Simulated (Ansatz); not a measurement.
# Ruthenium, diamond under BLYP: structure, energy and stiffness, part 2 of 2

What does BLYP give for ruthenium in the diamond structure? We relax it, solve it on a dense k-mesh, then scale the cell to 7 volumes from 88 to 112 % of the relaxed one and try a fit of the equation of state. Spin polarisation is left out. The k-meshes are 10×10×10 for the relaxation; 16×16×16 for the dense run; 11×11×11 for the volumes.

Ansatz 0.2.0; DFT, BLYP, plane waves (420 eV) with PAW, scalar-relativistic. The steps go on from the part before.

### Step 6. At 96 % of the relaxed volume

This is Ru in the diamond structure; at room conditions it is hcp.

Input file input.yaml:

```yaml
crystal:
  lattice:
    - [0.0, 2.7316610599, 2.7316610599]
    - [2.7316610599, 0.0, 2.7316610599]
    - [2.7316610599, 2.7316610599, 0.0]
  atoms:
    - { symbol: Ru, position: [0.125, 0.125, 0.125] }
    - { symbol: Ru, position: [0.875, 0.875, 0.875] }
hamiltonian:
  xc: blyp
  pseudopotentials:
    kind: paw
    azcp:
      Ru: "pseudopotentials/Ru.paw.azcp"
basis:
  ecutwfc: 420
  fft_grid_basis: typed
kpoints:
  mp_grid: { grid: [11, 11, 11], shift: [0, 0, 0] }
magnetization:
  spin_polarized: false
scf:
  occupations: { method: fermi_dirac, width: 0.1 }
  lower_state_search: "off"
output:
  stress: true
  write_density: true
  write_potential: true
  elf: true
  volumetric_format: npy
```

Run with:

```
> ansatz run input.yaml --threads 2 --pin off --max-ram 5120MiB --backend cpu --events-out ev --progress --plain --runs-dir out
```

The program printed, shortened:

```text
Warning: RAYON_NUM_THREADS=2 ignored (pool sized by the plan → 2); use --threads N
[...]
Pseudopotentials: kind: paw
Pseudopotential: Ru, paw, valence charge 16, recommended cutoff 420 eV (normal), <dir>
Functional definition: BLYP
[...]
Crystal: 2 atoms, lattice volume = 40.767 Å³
Basis set: ecut = 420 eV, 821 PW (Γ), exchange–correlation on 54×54×54 points (8 copies of the dense FFT grid, shifted against one another)
Bands: 20, of which v1, the nominal top of the filled ones, is band 16 counted from 1 (15 counted from 0)
Symmetry: 48 space group operations
Space group: Fd-3m (ITA 227), of the structure as read, at distance tolerance 3.4e-5 Å
k-points: 56 of 1331
[...]
SCF iter   1: F=—  HF=-11783.451752 eV  |F-HF|=—  |Δ(HF+E_count)|=         —  Δρ=1.78e-2  dr2=1.48e-1  ethr=1.77e-3  ⟨swp⟩=5.2  Hψ=4915  notcnv=0
[...]
SCF iter   7: F=-11783.417011 eV  HF=-11783.417011 eV  |F-HF|=2.81e-8  |Δ(HF+E_count)|=   6.82e-7  Δρ=5.63e-6  dr2=6.79e-9  ethr=3.13e-10  ⟨swp⟩=9.6  Hψ=8081  notcnv=0
[...]
SCF converged after 7 iterations
Free energy (F): -11783.417011 eV
[...]
E sigma→0 (E₀):  -11783.385616 eV
Entropy (-TS):   -0.062790 eV (-31.395 meV/atom)
Fermi energy:    14.588755 eV
[...]
--- Stress (GPa, compression-positive) ---
        6.461451       0.000000      -0.000000
       -0.000000       6.461451       0.000000
       -0.000000       0.000000       6.461451
  P = ⅓ Tr σ = 6.4615 GPa (64.615 kbar)
--- Band table (eV; the first three rows and the last of 56) ---
  k-point 0: bands = ["-58.2945", "-57.8024", "-28.5057", "-28.5057", "-28.5057", "-27.6443", "-27.6443", "-27.6443", "9.2156", "10.8253", "10.8253", "11.4228", "11.4228", "11.4228", "14.0992", "14.0992", "14.0992", "16.3911", "16.3911", "27.4607"]
[...]
```

Wall time 0.88 s (2 threads of Intel Xeon 6975P-C (Granite Rapids), shared host); peak memory 0.36 GiB.

### Step 7. At 100 % of the relaxed volume

Changes to input.yaml since step 6:

```diff
@@ -2,5 +2,5 @@
   lattice:
-    - [0.0, 2.7316610599, 2.7316610599]
-    - [2.7316610599, 0.0, 2.7316610599]
-    - [2.7316610599, 2.7316610599, 0.0]
+    - [0.0, 2.769085725, 2.769085725]
+    - [2.769085725, 0.0, 2.769085725]
+    - [2.769085725, 2.769085725, 0.0]
   atoms:
```

Run with:

```
> ansatz run input.yaml --threads 2 --pin off --max-ram 5120MiB --backend cpu --events-out ev --progress --plain --runs-dir out
```

The program printed, shortened:

```text
Warning: RAYON_NUM_THREADS=2 ignored (pool sized by the plan → 2); use --threads N
[...]
Pseudopotentials: kind: paw
Pseudopotential: Ru, paw, valence charge 16, recommended cutoff 420 eV (normal), <dir>
Functional definition: BLYP
[...]
Crystal: 2 atoms, lattice volume = 42.466 Å³
Basis set: ecut = 420 eV, 869 PW (Γ), exchange–correlation on 54×54×54 points (8 copies of the dense FFT grid, shifted against one another)
Bands: 20, of which v1, the nominal top of the filled ones, is band 16 counted from 1 (15 counted from 0)
Symmetry: 48 space group operations
Space group: Fd-3m (ITA 227), of the structure as read, at distance tolerance 3.5e-5 Å
k-points: 56 of 1331
[...]
SCF iter   1: F=—  HF=-11783.482546 eV  |F-HF|=—  |Δ(HF+E_count)|=         —  Δρ=1.72e-2  dr2=1.45e-1  ethr=1.77e-3  ⟨swp⟩=5.4  Hψ=4732  notcnv=0
[...]
SCF iter   7: F=-11783.450048 eV  HF=-11783.450048 eV  |F-HF|=4.06e-8  |Δ(HF+E_count)|=   1.01e-6  Δρ=6.07e-6  dr2=9.16e-9  ethr=3.13e-10  ⟨swp⟩=9.9  Hψ=8201  notcnv=0
[...]
SCF converged after 7 iterations
Free energy (F): -11783.450048 eV
[...]
E sigma→0 (E₀):  -11783.417130 eV
Entropy (-TS):   -0.065834 eV (-32.917 meV/atom)
Fermi energy:    13.800573 eV
[...]
--- Stress (GPa, compression-positive) ---
        0.020628       0.000000      -0.000000
        0.000000       0.020628      -0.000000
       -0.000000       0.000000       0.020628
  P = ⅓ Tr σ = 0.0206 GPa (0.206 kbar)
--- Band table (eV; the first three rows and the last of 56) ---
  k-point 0: bands = ["-59.0016", "-58.5775", "-29.1877", "-29.1877", "-29.1877", "-28.4180", "-28.4180", "-28.4180", "8.6079", "10.2454", "10.2454", "10.7704", "10.7704", "10.7704", "13.3299", "13.3299", "13.3299", "15.4814", "15.4814", "26.5226"]
[...]
```

It took 0.86 s on 2 threads of Intel Xeon 6975P-C (Granite Rapids), shared host; peak memory 0.37 GiB.

### Step 8. At 104 % of the relaxed volume

Changes to input.yaml since step 7:

```diff
@@ -2,5 +2,5 @@
   lattice:
-    - [0.0, 2.769085725, 2.769085725]
-    - [2.769085725, 0.0, 2.769085725]
-    - [2.769085725, 2.769085725, 0.0]
+    - [0.0, 2.8055252422, 2.8055252422]
+    - [2.8055252422, 0.0, 2.8055252422]
+    - [2.8055252422, 2.8055252422, 0.0]
   atoms:
@@ -26,5 +26 @@
   stress: true
-  write_density: true
-  write_potential: true
-  elf: true
-  volumetric_format: npy
```

Run with:

```
> ansatz run input.yaml --threads 2 --pin off --max-ram 5120MiB --backend cpu --events-out ev --progress --plain --runs-dir out
```

The program printed, shortened:

```text
Warning: RAYON_NUM_THREADS=2 ignored (pool sized by the plan → 2); use --threads N
[...]
Pseudopotentials: kind: paw
Pseudopotential: Ru, paw, valence charge 16, recommended cutoff 420 eV (normal), <dir>
Functional definition: BLYP
[...]
Crystal: 2 atoms, lattice volume = 44.164 Å³
Basis set: ecut = 420 eV, 869 PW (Γ), exchange–correlation on 54×54×54 points (8 copies of the dense FFT grid, shifted against one another)
Bands: 20, of which v1, the nominal top of the filled ones, is band 16 counted from 1 (15 counted from 0)
Symmetry: 48 space group operations
Space group: Fd-3m (ITA 227), of the structure as read, at distance tolerance 3.5e-5 Å
k-points: 56 of 1331
[...]
SCF iter   1: F=—  HF=-11783.452612 eV  |F-HF|=—  |Δ(HF+E_count)|=         —  Δρ=1.64e-2  dr2=1.38e-1  ethr=1.77e-3  ⟨swp⟩=5.3  Hψ=4686  notcnv=0
[...]
SCF iter   7: F=-11783.422139 eV  HF=-11783.422139 eV  |F-HF|=4.49e-8  |Δ(HF+E_count)|=   1.10e-6  Δρ=6.13e-6  dr2=9.80e-9  ethr=3.13e-10  ⟨swp⟩=4.4  Hψ=4111  notcnv=0
[...]
SCF converged after 7 iterations
Free energy (F): -11783.422139 eV
[...]
E sigma→0 (E₀):  -11783.387678 eV
Entropy (-TS):   -0.068921 eV (-34.460 meV/atom)
Fermi energy:    13.074028 eV
[...]
--- Stress (GPa, compression-positive) ---
       -5.084310       0.000000       0.000000
        0.000000      -5.084310      -0.000000
       -0.000000       0.000000      -5.084310
  P = ⅓ Tr σ = -5.0843 GPa (-50.843 kbar)
```

Run time: 0.66 s. Hardware: 2 threads of Intel Xeon 6975P-C (Granite Rapids), shared host; peak memory 0.36 GiB.

### Step 9. At 108 % of the relaxed volume

Changes to input.yaml since step 8:

```diff
@@ -2,5 +2,5 @@
   lattice:
-    - [0.0, 2.8055252422, 2.8055252422]
-    - [2.8055252422, 0.0, 2.8055252422]
-    - [2.8055252422, 2.8055252422, 0.0]
+    - [0.0, 2.8410419904, 2.8410419904]
+    - [2.8410419904, 0.0, 2.8410419904]
+    - [2.8410419904, 2.8410419904, 0.0]
   atoms:
```

Run with:

```
> ansatz run input.yaml --threads 2 --pin off --max-ram 5120MiB --backend cpu --events-out ev --progress --plain --runs-dir out
```

The program printed, shortened:

```text
Warning: RAYON_NUM_THREADS=2 ignored (pool sized by the plan → 2); use --threads N
[...]
Pseudopotentials: kind: paw
Pseudopotential: Ru, paw, valence charge 16, recommended cutoff 420 eV (normal), <dir>
Functional definition: BLYP
[...]
Crystal: 2 atoms, lattice volume = 45.863 Å³
Basis set: ecut = 420 eV, 893 PW (Γ), exchange–correlation on 54×54×54 points (8 copies of the dense FFT grid, shifted against one another)
Bands: 20, of which v1, the nominal top of the filled ones, is band 16 counted from 1 (15 counted from 0)
Symmetry: 48 space group operations
Space group: Fd-3m (ITA 227), of the structure as read, at distance tolerance 3.6e-5 Å
k-points: 56 of 1331
[...]
SCF iter   1: F=—  HF=-11783.373870 eV  |F-HF|=—  |Δ(HF+E_count)|=         —  Δρ=1.56e-2  dr2=1.31e-1  ethr=1.77e-3  ⟨swp⟩=5.3  Hψ=4569  notcnv=0
[...]
SCF iter   6: F=-11783.345999 eV  HF=-11783.345999 eV  |F-HF|=2.83e-9  |Δ(HF+E_count)|=   4.22e-8  Δρ=5.14e-6  dr2=3.78e-9  ethr=3.13e-10  ⟨swp⟩=4.9  Hψ=3844  notcnv=0
[...]
SCF converged after 6 iterations
Free energy (F): -11783.345999 eV
[...]
E sigma→0 (E₀):  -11783.309977 eV
Entropy (-TS):   -0.072043 eV (-36.022 meV/atom)
Fermi energy:    12.402487 eV
[...]
--- Stress (GPa, compression-positive) ---
       -9.118563      -0.000000       0.000000
        0.000000      -9.118563       0.000000
       -0.000000      -0.000000      -9.118563
  P = ⅓ Tr σ = -9.1186 GPa (-91.186 kbar)
```

It took 0.67 s on 2 threads of Intel Xeon 6975P-C (Granite Rapids), shared host; peak memory 0.36 GiB.

### Step 10. At 112 % of the relaxed volume

Changes to input.yaml since step 9:

```diff
@@ -2,5 +2,5 @@
   lattice:
-    - [0.0, 2.8410419904, 2.8410419904]
-    - [2.8410419904, 0.0, 2.8410419904]
-    - [2.8410419904, 2.8410419904, 0.0]
+    - [0.0, 2.8756922589, 2.8756922589]
+    - [2.8756922589, 0.0, 2.8756922589]
+    - [2.8756922589, 2.8756922589, 0.0]
   atoms:
```

Run with:

```
> ansatz run input.yaml --threads 2 --pin off --max-ram 5120MiB --backend cpu --events-out ev --progress --plain --runs-dir out
```

The program printed, shortened:

```text
Warning: RAYON_NUM_THREADS=2 ignored (pool sized by the plan → 2); use --threads N
[...]
Pseudopotentials: kind: paw
Pseudopotential: Ru, paw, valence charge 16, recommended cutoff 420 eV (normal), <dir>
Functional definition: BLYP
[...]
Crystal: 2 atoms, lattice volume = 47.562 Å³
Basis set: ecut = 420 eV, 941 PW (Γ), exchange–correlation on 60×60×60 points (8 copies of the dense FFT grid, shifted against one another)
Bands: 20, of which v1, the nominal top of the filled ones, is band 16 counted from 1 (15 counted from 0)
Symmetry: 48 space group operations
Space group: Fd-3m (ITA 227), of the structure as read, at distance tolerance 3.6e-5 Å
k-points: 56 of 1331
[...]
SCF iter   1: F=—  HF=-11783.257668 eV  |F-HF|=—  |Δ(HF+E_count)|=         —  Δρ=1.48e-2  dr2=1.23e-1  ethr=1.77e-3  ⟨swp⟩=5.2  Hψ=4561  notcnv=0
[...]
SCF iter   6: F=-11783.231823 eV  HF=-11783.231823 eV  |F-HF|=2.11e-9  |Δ(HF+E_count)|=   4.26e-8  Δρ=4.08e-6  dr2=2.55e-9  ethr=3.13e-10  ⟨swp⟩=4.8  Hψ=3799  notcnv=0
[...]
SCF converged after 6 iterations
Free energy (F): -11783.231823 eV
[...]
E sigma→0 (E₀):  -11783.194226 eV
Entropy (-TS):   -0.075195 eV (-37.598 meV/atom)
Fermi energy:    11.780134 eV
[...]
--- Stress (GPa, compression-positive) ---
      -12.290468       0.000000       0.000000
        0.000000     -12.290468       0.000000
        0.000000      -0.000000     -12.290468
  P = ⅓ Tr σ = -12.2905 GPa (-122.905 kbar)
```

Wall time 0.68 s (2 threads of Intel Xeon 6975P-C (Granite Rapids), shared host); peak memory 0.37 GiB.

### Step 11. Fitting the volumes

All volumes keep the relaxed shape and fractional coordinates.

| V (Å³/atom) | E − E₀ (meV/atom) | P from the stress (GPa) | P from the fit (GPa) |
| --- | --- | --- | --- |
| 18.685 | 172.5 | 24.80 | 24.70 |
| 19.534 | 69.9 | 14.58 | 14.43 |
| 20.384 | 15.7 | 6.46 | 6.31 |
| 21.233 | 0.0 | 0.02 | -0.12 |
| 22.082 | 14.7 | -5.08 | -5.22 |
| 22.932 | 53.5 | -9.12 | -9.27 |
| 23.781 | 111.4 | -12.29 | -12.47 |

Fit (Birch-Murnaghan, third order): V₀ = 21.215 Å³/atom, B₀ = 143 GPa, B₀′ = 4.8, largest residual 0.04 meV/atom.

Fit and stress differ a little: one follows E(σ → 0), the other the smeared free energy.

### Step 12. What came out

The summary covers parts 1 to 2.

| quantity | value |
| --- | --- |
| space group (spins left aside) | Fd-3m (No. 227) |
| conventional cell | a = 5.538 Å |
| volume | 21.233 Å³/atom |
| shortest distance | 2.398 Å |
| gap on the mesh | none (levels filled in part) |
| relative to hcp | +731 meV/atom |
| V₀, B₀, B₀′ | 21.215 Å³/atom, 143 GPa, 4.8 |

In words: From the guessed start the volume grew by 16.0 % in 7 steps. It lies 731 meV/atom above the element's reference form at the same level (hcp, from a run of its own). Levels at the Fermi energy are filled in part, as in a metal. B₀ comes out at 143 GPa. Relaxation kept the symmetry; phonons were not checked.
